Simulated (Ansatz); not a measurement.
# Y2NS2 MXene monolayer in a perpendicular field, part 2 of 3

What dipole does a perpendicular field induce in the Y2NS2 MXene monolayer? A positive field points along +c.

Ansatz 0.2.0; plane-wave DFT, r2SCAN-D4, Ansatz PAW.

So far. Step 2 (Relaxing the slab): The lattice constant a goes from 3.406 to 3.715 Å.

### 3. Atoms held, field 0

A sawtooth potential applies the field, turning back in the middle of the vacuum. With the dipole correction the typed value is the field outside the slab. The induced dipole is small, so the SCF threshold is tight.

The cell differs from the one that the last finished run ended in (c 44.161 → 23.849 Å).

File input.yaml:

```yaml
crystal:
  lattice:
    - [3.714900317, 0.0, 0.0]
    - [-1.8574501585, 3.2171980471, 0.0]
    - [0.0, 0.0, 23.8493599962]
  atoms:
    - { symbol: S, position: [0.3333333333, 0.6666666667, 0.3773686171] }
    - { symbol: "Y", position: [0.6666666667, 0.3333333333, 0.4417054017] }
    - { symbol: "N", position: [0.0, 0.0, 0.5] }
    - { symbol: "Y", position: [0.3333333333, 0.6666666667, 0.5582945983] }
    - { symbol: S, position: [0.6666666667, 0.3333333333, 0.6226313829] }
kpoints:
  mp_grid: { grid: [18, 18, 1] }
  band_path:
    path: [[0, 0, 0], [0.5, 0, 0], [0.33333333, 0.33333333, 0], [0, 0, 0]]
    npoints: 16
hamiltonian:
  xc: r2scan
  dispersion: d4
scf:
  occupations: { method: fermi_dirac, width: 0.05 }
  convergence: { dr2_threshold: 1.0e-10 }
efield:
  axis: 3
  dipole_correction: true
  ramp_position: 0.97
  ramp_width: 0.06
  amplitude: 0
output:
  dos: { projected: true, e_range: [-6, 5] }
  bader: true
  write_potential: true
  write_density: true
  volumetric_format: npy
  elf: true
```

Started as:

```bash
$ ansatz run input.yaml --threads 4 --pin off --max-ram 12288MiB --backend cpu --events-out ev --progress --plain --runs-dir out
```

Numbers of over 12 decimals in the logs are rounded to 6 here.

The program printed:

```text
[...]
Crystal: 5 atoms, lattice volume = 285.037 Å³
Basis set: ecut = 500 eV, 7239 PW (Γ), exchange–correlation on 120×120×720 points (64 copies of the dense FFT grid, shifted against one another)
Bands: 25, of which v1, the nominal top of the filled ones, is band 20 counted from 1 (19 counted from 0)
Symmetry: 6 space group operations
k-points: 37 of 324 (time reversal used)
[...]
SCF iter   1: F=—  HF=-9923.966540 eV  |F-HF|=—  |Δ(HF+E_count)|=         —  Δρ=3.79e-3  dr2=8.13e-2  dr2_τ=6.54e-2  ethr=1.77e-3  p=-0.000 e·Å  D=-2.21e-14 V/Å  ΔV_dip=0.00 eV  dr2_dipole=1.85e-8  V_vac-E_F(+/−)=7.48/7.48 eV  ⟨swp⟩=8.6  Hψ=5298  notcnv=0
efield: sawtooth ramp at fractional position 0.9700 (set: `efield.ramp_position`, or a place that a band, a saddle search or an elastic batch's reference lends), width 0.0600; the density the first Hamiltonian is built on has a dipole p = -0.000 e·Å; the dipole correction subtracts the counter field D = -2.21e-14 V/Å, which shifts the + side's vacuum level by +0.00 eV against the − side's; the planar-averaged density in the ramp window peaks in size at 2.9e-6 e/Å³
[...]
SCF iter   2: F=—  HF=-9924.049656 eV  |F-HF|=—  |Δ(HF+E_count)|=   8.31e-2  Δρ=1.19e-3  dr2=8.53e-3  dr2_τ=8.03e-4  ethr=2.09e-4  p=0.000 e·Å  D=1.51e-6 V/Å  ΔV_dip=-0.00 eV  dr2_dipole=4.64e-9  V_vac-E_F(+/−)=7.51/7.51 eV  ⟨swp⟩=3.0  Hψ=2164  notcnv=0  defer=37
[...]
SCF iter  10: F=-9924.049734 eV  HF=-9924.049734 eV  |F-HF|=3.37e-10  |Δ(HF+E_count)|=  7.17e-10  Δρ=5.72e-8  dr2=8.69e-12  dr2_τ=2.64e-12  ethr=1.00e-12  p=-0.000 e·Å  D=-7.59e-9 V/Å  ΔV_dip=0.00 eV  dr2_dipole=1.36e-14  V_vac-E_F(+/−)=7.52/7.52 eV  ⟨swp⟩=10.5  Hψ=3074  notcnv=0
SCF 1 converged in 10 iterations: F = -9924.049734 eV  dr2 = 8.69e-12
[...]
NSCF: frozen V_eff on 49 k-points
efield: sawtooth ramp at fractional position 0.9700 (kept from the solve that this one continues, or follows in the run), width 0.0600; the density the first Hamiltonian is built on has a dipole p = -0.000 e·Å; the dipole correction subtracts the counter field D = -7.59e-9 V/Å, which shifts the + side's vacuum level by +0.00 eV against the − side's; the planar-averaged density in the ramp window peaks in size at 1.1e-7 e/Å³
[...]
SCF converged after 10 iterations
Free energy (F): -9924.049734 eV
[...]
Internal energy: -9924.022432 eV  (E = F + TS)
E sigma→0 (E₀):  -9924.036083 eV
Entropy (-TS):   -0.027302 eV (-5.460 meV/atom)
Fermi energy:    -2.303598 eV
Dipole field:    D = 0.000000 V/Å  (p = 0.000000 e·Å, saw-weighted, corrected)
Work function:   Φ+ = 7.5232 eV   Φ− = 7.5232 eV
Levels:          The Fermi level and band energies are counted from a zero that moves with the ramp; work functions are not
[...]
--- Band table (eV; the first three rows and the last of 37) ---
  k-point 0: bands = [... 16 lower, -2.5980, -2.2517, -1.7965, -1.7965, 1.6560, 1.6560, 2.0216, 2.7424, ... 1 higher]
  k-point 1: bands = [... 16 lower, -2.6027, -2.0993, -1.9529, -1.8450, 1.5925, 1.7320, 2.0256, 2.8281, ... 1 higher]
  k-point 2: bands = [... 16 lower, -2.6187, -2.3649, -1.9687, -1.9679, 1.3795, 1.9373, 2.0951, 2.9875, ... 1 higher]
  k-point 36: bands = [... 16 lower, -3.2253, -3.2253, -3.0764, -3.0764, 2.1638, 2.1638, 2.7126, 4.1611, ... 1 higher]
--- Bader charges: 5 sites ---
  site symbol  charge [e]  shift [e]
     0      S     -1.0419     0.0001
     1      Y      1.9538     0.0001
     2      N     -1.8238     0.0001
     3      Y      1.9538     0.0001
     4      S     -1.0419     0.0001
  estimated error of the sums over rays = 7.4e-4 e
```

The job ended after 29 s (4 threads of Arm Neoverse V2, shared host; peak memory 1.3 GiB; 1.9 min of CPU time).

Reading the cycles: dr2 is the Hartree energy of the density residual (eV), the measure of convergence; HF is the Harris–Foulkes estimate of the energy, which meets the free energy F at convergence.

This step gave:

```yaml
energy_at_zero_smearing: -9924.0361 eV
work_function_upper_face: 7.523 eV
dipole_along_the_normal: 1.95e-7 e·Å
```

Running mean over a fixed 2.5 Å (it still follows the layers) of the planar mean; the ramp of the sawtooth is left out. Electron's electrostatic potential energy less the Fermi level against z:

```csv
z (Å),electron's electrostatic potential energy less the Fermi level (eV)
3.5,7.52
4.0,7.52
4.5,7.52
5.0,7.52
5.5,7.52
6.0,7.51
6.5,7.44
7.0,7.07
7.5,5.69
8.0,3.59
8.5,1.38
9.0,-1.36
9.5,-4.53
10.0,-6.04
10.5,-6.06
11.0,-6.08
11.5,-5.52
12.0,-5.22
12.5,-5.73
13.0,-6.10
13.5,-6.07
14.0,-5.84
14.5,-3.64
15.0,-0.425
15.5,2.04
16.0,4.25
16.5,6.22
17.0,7.25
17.5,7.47
18.0,7.51
18.5,7.52
19.0,7.52
19.5,7.52
20.0,7.52
20.5,7.52
```

The density of states has structure finer than the step of the table below, so its rows give means over 0.2 eV, whole bins alone (the curve runs from -6 to 1.99 eV). Peaks (eV: height): -2.17: 19.0, -1.78: 13.9, -1.67: 11.4, -1.56: 12.3, -1.23: 13.2, -1.01: 13.1, -0.93: 16.8.

Table of density of states by energy, zero at the Fermi level; means over each step:

```csv
energy (eV),density of states (states/eV a cell)
-3.4,0
-3.2,0.386
-3.0,1.38
-2.8,2.11
-2.6,3.09
-2.4,2.94
-2.2,7.84
-2.0,2.18
-1.8,6.02
-1.6,8.92
-1.4,6.09
-1.2,5.21
-1.0,7.48
-0.8,6.27
-0.6,8.20
-0.4,6.61
-0.2,7.30
0.0,2.84
0.2,2.06
0.4,1.45
0.6,0.0120
0.8,0
```

Projected DOS per atom over height of the atomic layer and energy from the Fermi level. Layers: S Y N Y S from below.

Ten even steps from '_' (0.00 states/eV) to '@' (3.09 states/eV), each cell a mean:
```
__________
__________
__________
__________
..__..__..
--__::__--
%%..--..%%
%%..::..%%
++..--..++
==--@@--==
==::==::==
==::++::==
....--....
__......__
__________
__________
__________
__________
__________
__________
__________
__________
```
Columns: height of the atomic layer (Å) from 9 to 14.8; rows upwards: energy from the Fermi level (eV) from -5.96 to 1.96.

Electronic bands along the path, in eV, zero at the Fermi level:

```csv
point,band 17,band 18,band 19,band 20,band 21,band 22,band 23,band 24
Γ,-0.29,0.05,0.51,0.51,3.96,3.96,4.33,5.05
halfway,-0.54,-0.42,0.00,0.04,2.97,4.75,5.06,5.29
M,-1.02,-0.52,-0.27,-0.13,2.34,4.70,6.07,6.46
halfway,-1.03,-0.91,-0.74,-0.31,3.11,5.27,5.47,5.69
K,-0.92,-0.92,-0.77,-0.77,4.47,4.47,5.02,6.46
halfway,-0.56,-0.54,-0.42,-0.03,3.62,3.83,5.55,5.58
Γ,-0.29,0.05,0.51,0.51,3.96,3.96,4.33,5.05
```

Electrostatic potential energy in the ca plane at fractional y = 0.333, with atoms of Y and S within 0.2 Å of it. With pseudopotentials it is smooth inside the atoms' cores, unlike the true potential.

Values in eV, 6 rows by 16 columns, each cell a mean:
```
  5   5   5   5   5   3  -7 -26  -7  -1  -2 -12  -5   5   5   5
  5   5   5   5   5   3 -18 -40 -19   0  -1 -31 -22   4   5   5
  5   5   5   5   5   3 -15 -39 -16   0  -1 -29 -18   4   5   5
  5   5   5   5   5   3  -4 -16  -4  -1  -3  -5   0   5   5   5
  5   5   5   5   5   1  -1  -1   1  -3  -9   0   4   5   5   5
  5   5   5   5   5   2  -1  -2   0  -3  -7   0   4   5   5   5
```
Columns run along c (16.0 Å, from fractional 0.14 to 0.81 of the cell; values clipped at the 3rd and 97th percentile), rows up along a (3.7 Å). Atoms in or near the plane, at fractional coordinates: Y at (0.44, 0.67), S at (0.62, 0.67).

Valence density in the ca plane at fractional y = 0.333, with atoms of Y and S within 0.2 Å of it. It is the smooth field of the valence electrons, not physical close to the nuclei.

Ten steps, logarithmic in the rise over the least value, from '0' (0.0 e/Å³) to '9' (3.5 e/Å³), each cell a mean:
```
00000000000000000123344566433323345665421000
00000000000000000012236899742222356777642000
00000000000000000011247999852222357757652100
00000000000000000011247999852222357757752100
00000000000000000012236899742222356777642000
00000000000000000123344676533323345666431000
00000000000000000134444443334434444444210000
00000000000000001234554333344445543322100000
00000000000000001234554333344445543222100000
00000000000000000134444333344434443443210000
```
Columns run along c (16.0 Å, from fractional 0.07 to 0.74 of the cell), rows up along a (3.7 Å). Atoms in or near the plane, at fractional coordinates: Y at (0.44, 0.67), S at (0.62, 0.67).

ELF in the ca plane at fractional y = 0.333, with atoms of Y and S within 0.2 Å of it. It is the smooth field of the valence electrons, not physical close to the nuclei.

Ten even steps from '0' (0.00) to '9' (0.89), each cell a mean:
```
00000000000000001245531355213210137999975200
00000000000000000011114899720111479889997410
00000000000000000000017968940012688516998520
00000000000000000000017968940012688415998520
00000000000000000011115999720101479879997410
00000000000000000235532466312210147999975200
00000000000000002467874111145311113677642000
00000000000000013688987411467412210122100000
00000000000000013688987411467412310111000000
00000000000000002578874100146411112566531000
```
Columns run along c (16.0 Å, from fractional 0.07 to 0.74 of the cell), rows up along a (3.7 Å). Atoms in or near the plane, at fractional coordinates: Y at (0.44, 0.67), S at (0.62, 0.67).

The work function of the upper face is 7.52 eV.

### 4. Single point, field 0.1 V/Å

input.yaml, as its differences from that of step 3:

```diff
@@ -25,8 +25,6 @@
   dipole_correction: true
-  ramp_position: 0.97
-  ramp_width: 0.06
-  amplitude: 0
+  ramp_position: 0.9476
+  ramp_width: 0.1048
+  amplitude: 0.1
 output:
-  dos: { projected: true, e_range: [-6, 5] }
-  bader: true
   write_potential: true
@@ -34,2 +32 @@
   volumetric_format: npy
-  elf: true
```

The program printed:

```text
[...]
Crystal: 5 atoms, lattice volume = 285.037 Å³
Basis set: ecut = 500 eV, 7239 PW (Γ), exchange–correlation on 120×120×720 points (64 copies of the dense FFT grid, shifted against one another)
Bands: 25, of which v1, the nominal top of the filled ones, is band 20 counted from 1 (19 counted from 0)
Symmetry: 6 space group operations
k-points: 37 of 324 (time reversal used)
[...]
k-point 0: bands = [... 16 lower, -2.5982, -2.2519, -1.7968, -1.7968, 1.6558, 1.6558, 2.0213, 2.7416, ... 1 higher]
  k-point 1: bands = [... 16 lower, -2.6030, -2.0996, -1.9531, -1.8452, 1.5922, 1.7317, 2.0253, 2.8274, ... 1 higher]
  k-point 2: bands = [... 16 lower, -2.6190, -2.3652, -1.9689, -1.9682, 1.3792, 1.9370, 2.0948, 2.9868, ... 1 higher]
  k-point 36: bands = [... 16 lower, -3.2282, -3.2234, -3.0843, -3.0684, 2.1621, 2.1650, 2.7123, 4.1601, ... 1 higher]
[key lines of the parts left out:]
SCF converged after 10 iterations
Free energy (F): -9924.052267 eV
Fermi energy:    -2.303788 eV
Dipole field:    D = 0.032166 V/Å  (p = 0.050668 e·Å, saw-weighted, corrected)
```

Elapsed: 20 s, on 4 threads; peak memory 1.3 GiB; 79 s of CPU time.

The dipole is 0.0507 e·Å.

### 5. Atoms held, field -0.1 V/Å

input.yaml, as its differences from that of step 4:

```diff
@@ -27,3 +27,3 @@
   ramp_width: 0.1048
-  amplitude: 0.1
+  amplitude: -0.1
 output:
```

The program printed:

```text
[...]
Crystal: 5 atoms, lattice volume = 285.037 Å³
Basis set: ecut = 500 eV, 7239 PW (Γ), exchange–correlation on 120×120×720 points (64 copies of the dense FFT grid, shifted against one another)
Bands: 25, of which v1, the nominal top of the filled ones, is band 20 counted from 1 (19 counted from 0)
Symmetry: 6 space group operations
k-points: 37 of 324 (time reversal used)
[...]
k-point 0: bands = [... 16 lower, -2.5982, -2.2519, -1.7968, -1.7968, 1.6558, 1.6558, 2.0213, 2.7416, ... 1 higher]
  k-point 1: bands = [... 16 lower, -2.6030, -2.0996, -1.9531, -1.8452, 1.5922, 1.7317, 2.0253, 2.8274, ... 1 higher]
  k-point 2: bands = [... 16 lower, -2.6190, -2.3652, -1.9689, -1.9682, 1.3792, 1.9370, 2.0948, 2.9868, ... 1 higher]
  k-point 36: bands = [... 16 lower, -3.2282, -3.2234, -3.0843, -3.0684, 2.1621, 2.1650, 2.7123, 4.1601, ... 1 higher]
[key lines of the parts left out:]
SCF converged after 10 iterations
Free energy (F): -9924.052267 eV
Fermi energy:    -2.303788 eV
Dipole field:    D = -0.032166 V/Å  (p = -0.050669 e·Å, saw-weighted, corrected)
```

The job ended after 20 s (4 threads; peak memory 1.3 GiB).

The dipole is -0.0507 e·Å.

### 6. Single point, field 0.5 V/Å

input.yaml, as its differences from that of step 5:

```diff
@@ -25,5 +25,5 @@
   dipole_correction: true
-  ramp_position: 0.9476
-  ramp_width: 0.1048
-  amplitude: -0.1
+  ramp_position: 0.8791
+  ramp_width: 0.2418
+  amplitude: 0.5
 output:
```

The program printed:

```text
[...]
Crystal: 5 atoms, lattice volume = 285.037 Å³
Basis set: ecut = 500 eV, 7239 PW (Γ), exchange–correlation on 120×120×720 points (64 copies of the dense FFT grid, shifted against one another)
Bands: 25, of which v1, the nominal top of the filled ones, is band 20 counted from 1 (19 counted from 0)
Symmetry: 6 space group operations
k-points: 37 of 324 (time reversal used)
[...]
k-point 0: bands = [... 16 lower, -2.6048, -2.2576, -1.8026, -1.8026, 1.6494, 1.6494, 2.0141, 2.7190, ... 1 higher]
  k-point 1: bands = [... 16 lower, -2.6095, -2.1056, -1.9588, -1.8510, 1.5854, 1.7254, 2.0182, 2.8051, ... 1 higher]
  k-point 2: bands = [... 16 lower, -2.6256, -2.3710, -1.9746, -1.9739, 1.3721, 1.9306, 2.0875, 2.9668, ... 1 higher]
  k-point 36: bands = [... 16 lower, -3.2486, -3.2293, -3.1133, -3.0381, 2.1498, 2.1642, 2.7056, 4.1505, ... 1 higher]
[key lines of the parts left out:]
SCF converged after 14 iterations
Free energy (F): -9924.113074 eV
Fermi energy:    -2.308554 eV
Dipole field:    D = 0.160866 V/Å  (p = 0.253399 e·Å, saw-weighted, corrected)
```

The job ended after 23 s (4 threads; peak memory 1.3 GiB).

The dipole is 0.253 e·Å.

### 7. Single point, field -0.3 V/Å

input.yaml, as its differences from that of step 6:

```diff
@@ -25,6 +25,8 @@
   dipole_correction: true
-  ramp_position: 0.8791
-  ramp_width: 0.2418
-  amplitude: 0.5
+  ramp_position: 0.9446
+  ramp_width: 0.1108
+  amplitude: -0.3
 output:
+  dos: { projected: true, e_range: [-6, 5] }
+  bader: true
   write_potential: true
@@ -32 +34,2 @@
   volumetric_format: npy
+  elf: true
```

The program printed:

```text
[...]
Crystal: 5 atoms, lattice volume = 285.037 Å³
Basis set: ecut = 500 eV, 7239 PW (Γ), exchange–correlation on 120×120×720 points (64 copies of the dense FFT grid, shifted against one another)
Bands: 25, of which v1, the nominal top of the filled ones, is band 20 counted from 1 (19 counted from 0)
Symmetry: 6 space group operations
k-points: 37 of 324 (time reversal used)
[...]
k-point 36: bands = [... 16 lower, -3.2368, -3.2234, -3.0997, -3.0528, 2.1571, 2.1657, 2.7101, 4.1564, ... 1 higher]
--- Bader charges: 5 sites ---
  site symbol  charge [e]  shift [e]
     0      S     -1.0221     0.0001
     1      Y      1.9525     0.0001
     2      N     -1.8239     0.0001
     3      Y      1.9551     0.0001
     4      S     -1.0616     0.0001
  estimated error of the sums over rays = 7.3e-4 e
[key lines of the parts left out:]
SCF converged after 13 iterations
Free energy (F): -9924.072534 eV
Fermi energy:    -2.305371 eV
Dipole field:    D = -0.096502 V/Å  (p = -0.152012 e·Å, saw-weighted, corrected)
```

Wall time 32 s (4 threads); peak memory 1.3 GiB; 2.1 min of CPU time.

The dipole is -0.152 e·Å.

### 8. Response, atoms held

This step: plane-wave DFT, r2SCAN-D4, Ansatz PAW; response to a field along the normal, atoms held (Ansatz 0.2.0).

The dipoles give the slope, and the difference of two potentials shows where the field is screened.

Numbers from this step:

| Item | Value |
| --- | --- |
| equivalent conductor thickness p/(ε₀AE) | 7.671 Å |
| distance between the outer atoms | 5.849 Å |

Table of dipole of the cell by applied field:

```csv
applied field (V/Å),dipole of the cell (e·Å)
-0.300,-0.152
-0.100,-0.0507
0.000,0
0.100,0.0507
0.500,0.253
```

Local field over the applied field, running mean. From the potentials at -0.1 and 0.1 V/Å; running mean over 2.5 Å. Local field over applied field against z:

```csv
z (Å),local field over applied field
4.5,1.000
5.0,0.999
5.5,0.995
6.0,0.982
6.5,0.945
7.0,0.857
7.5,0.710
8.0,0.533
8.5,0.347
9.0,0.177
9.5,0.0640
10.0,0.0184
10.5,0.00583
11.0,0.0102
11.5,0.0249
12.0,0.0308
12.5,0.0205
13.0,0.00709
13.5,0.00776
14.0,0.0268
14.5,0.0904
15.0,0.224
15.5,0.403
16.0,0.588
16.5,0.759
17.0,0.890
17.5,0.960
18.0,0.988
18.5,0.997
19.0,0.999
19.5,1.000
```

Electrons, planar mean, per unit field. The induced electron density by z:

z (Å), induced electron density (e/Å³ per V/Å) and a bar from the least value:
```
      4.5    0.00000 ###############
      5.0    0.00000 ###############
      5.5    0.00002 ###############
      6.0    0.00007 ###############
      6.5    0.00024 ################
      7.0    0.00077 ##################
      7.5    0.00202 #######################
      8.0    0.00355 ##############################
      8.5    0.00279 ###########################
      9.0    0.00103 ###################
      9.5    0.00093 ###################
     10.0   -0.00004 ###############
     10.5   -0.00059 ############
     11.0   -0.00022 ##############
     11.5    0.00017 ###############
     12.0   -0.00008 ##############
     12.5   -0.00008 ##############
     13.0    0.00037 ################
     13.5    0.00052 #################
     14.0   -0.00026 ##############
     14.5   -0.00105 ##########
     15.0   -0.00127 #########
     15.5   -0.00341 
     16.0   -0.00318 #
     16.5   -0.00156 ########
     17.0   -0.00056 ############
     17.5   -0.00017 ##############
     18.0   -0.00005 ##############
     18.5   -0.00001 ###############
     19.0    0.00000 ###############
     19.5    0.00000 ###############
```

By hand: between -0.1 and 0.1 V/Å the dipole changes by 0.1013 e·Å, a slope of 0.5067 e·Å²/V. A perfect conductor of thickness t has p = ε₀AEt, so t = 180.95 × 0.5067 / 11.952 = 7.67 Å (e/ε₀ = 180.95 V·Å, A in Å²).

The induced dipole is that of a conductor 7.67 Å thick.

(Continued in part 3 of 3.)

[Logs are printed without paths, hosts, clocks, repeated set-up lines and the standing remarks that a program may print on its own settings, such as how far it seeks lower states.]

[Hosts, paths, dates, database ids (printed as entryN), source tags and the programs' standing remarks are cut or masked in the printed files.]

[Maps of the electrostatic potential energy from Ansatz leave out the sawtooth potential of an applied field or a dipole correction, so their vacuum need not be flat; planar profiles and work functions include it.]

[The density of states shown here was stored with 400 of the rows of the run's finer table, so its peaks can read low, often by over a quarter, or be missed, and its means over a window can be off by a tenth or more.]
